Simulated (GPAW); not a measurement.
Runs of GPAW 26.7.0 on TaN. Symmetry: Fm-3m, No. 225, cubic system. The conventional cell has a = 4.423 Å, b = 4.423 Å, c = 4.423 Å, α = 90.00°, β = 90.00°, γ = 90.00°. Ta (site symmetry m-3m) has 6 N at 2.21 Å as nearest neighbours. Around N (site symmetry m-3m) lie 6 Ta at 2.21 Å. The cell comes from a database or a generator and needn't be the stable form of this composition.

| task | level | potentials or basis | cell | k mesh | cutoff (eV) | smearing | maxiter | optimizer | fmax | max steps | target pressure | grid spacing | mesh quality | gap on the mesh (eV) | pressure (GPa) |
| --- | --- | --- | --- | --- | --- | --- | --- | --- | --- | --- | --- | --- | --- | --- | --- |
| relaxation of cell and atoms | LDA | the program's PAW data sets (release 1.2.1) made for this functional, pw | relaxed to 20 GPa | 10 × 10 × 10 | 800 | fermi-dirac 0.05 eV | 150 | BFGS | 0.02 eV/Å | 60 | 20 GPa | - | not flagged | none | 19.9 |
| single point | PBE | GPAW PAW data sets (gpaw-data 1.2.1), pw | as given | 10 × 10 × 10 | 800 | gaussian 0.011 eV | 150 | - | - | - | - | - | not flagged | none | -1.6 |
| relaxation of cell and atoms | RPBE | the program's PAW data sets (release 1.2.1) made for this functional, pw | relaxed to 5 GPa | 10 × 10 × 10 | 800 | fermi-dirac 0.05 eV | 150 | BFGS | 0.02 eV/Å | 40 | 5 GPa | - | not flagged | none | 5.0 |
| band structure | LDA | the program's PAW data sets (release 1.2.1) made for this functional, pw | as given | 10 × 10 × 10 | 800 | fermi-dirac 0.05 eV | 150 | - | - | - | - | - | not flagged | - | -19.0 |
| band structure | PBEsol | PAW data sets generated in the run's folder for this functional, pw | as given | 10 × 10 × 10 | 800 | fermi-dirac 0.05 eV | 150 | - | - | - | - | - | not flagged | - | (a) |
| single point | HSE03 | GPAW PAW data sets (gpaw-data 1.2.1), pw | as given | 4 × 4 × 4 | 600 | fermi-dirac 0.05 eV | 60 | - | - | - | - | - | coarse | none | - |

Alike in all rows: no spin polarisation.

Task: Estimate the missing entries.

Result: (a) -11.1.

Caveats: some runs use coarse meshes; later steps reuse the first step's grids (some runs); spin-orbit coupling is left out, which moves the levels of the heavy elements (some runs); so large a pressure means that the cell lies far from this level's equilibrium, or that cutoff or potentials fall short (some runs); exact exchange converges slowly with the k mesh, and this mesh is small (some runs); the PAW data sets were made with another functional, which shifts forces and pressure a little (some runs).

A k mesh can miss the band edges, and the runs leave out spin-orbit coupling on Ta.

A gap of «none» marks a metal or a gap under the smearing width.
